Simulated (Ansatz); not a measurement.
Two G0W0 runs on GaN (honeycomb bilayer).

The cell holds 4 atoms: 2 Ga and 2 N. Its edges and angles: a = 3.267 Å, b = 3.267 Å, c = 28.100 Å, α = 90.0°, β = 90.0°, γ = 120.0°. Regions: layer 1 (GaN-hc), 2 atoms (1 Ga and 1 N); layer 2 (GaN-hc), 2 atoms (1 Ga and 1 N). Vacuum lies along c.

```xyz
4
Lattice="3.2667 0.0000 0.0000 -1.6333 2.8290 0.0000 0.0000 0.0000 28.1000" Properties=species:S:1:pos:R:3
Ga    0.0000    1.8860   12.8967
N     1.6333    0.9430   12.8255
Ga    1.6333    0.9430   15.2033
N     0.0000    1.8860   15.2745
```

The structure was relaxed with PBE-D3(BJ). The runs that relaxed it are not among those shown.

The first (Ansatz 0.2.0; start PBE, 6×6×1 mesh, 383 empty bands, screening to 75 eV, PAW set soft_1 files; 4 threads of Arm Neoverse N1, shared host) gave, on its mesh: starting gap 2.10 eV, G0W0 gap 3.75 eV, mean of 1 + 4πα/V (set by the cell height) 1.79, 2.3 min.

The second changes empty bands from 383 to 154 and screening cutoff (eV) from 75.0 to 41. What does it give?

It gave: starting gap 2.10 eV, G0W0 gap 3.60 eV, mean of 1 + 4πα/V (set by the cell height) 1.80, 32 s. The G0W0 gap moves by −0.15 eV, +0.0001 eV from the start and −0.15 eV from the correction. Σc changes by +0.23 eV at the valence top and +0.08 eV at the conduction bottom, and Σx − Vxc between them by +0.0001 eV.

Limits: not at the basis limit; coarse mesh for a sheet; no spin-orbit coupling.

[Paths, hosts, dates, memory and timing lines, banners, echoed tables and standing remarks are left out of the program output.]

[Logs are printed without paths, hosts, clocks, repeated set-up lines and the standing remarks that a program may print on its own settings, such as how far it seeks lower states.]

[Runs of the session that timed out or met a known fault of the program may be left out.]

[Cells called generated may have been cut or substituted from an entry of the Crystallography Open Database or the Materials Project.]

[Hosts, paths, dates, database ids (printed as entryN), source tags and the programs' standing remarks are cut or masked in the printed files.]
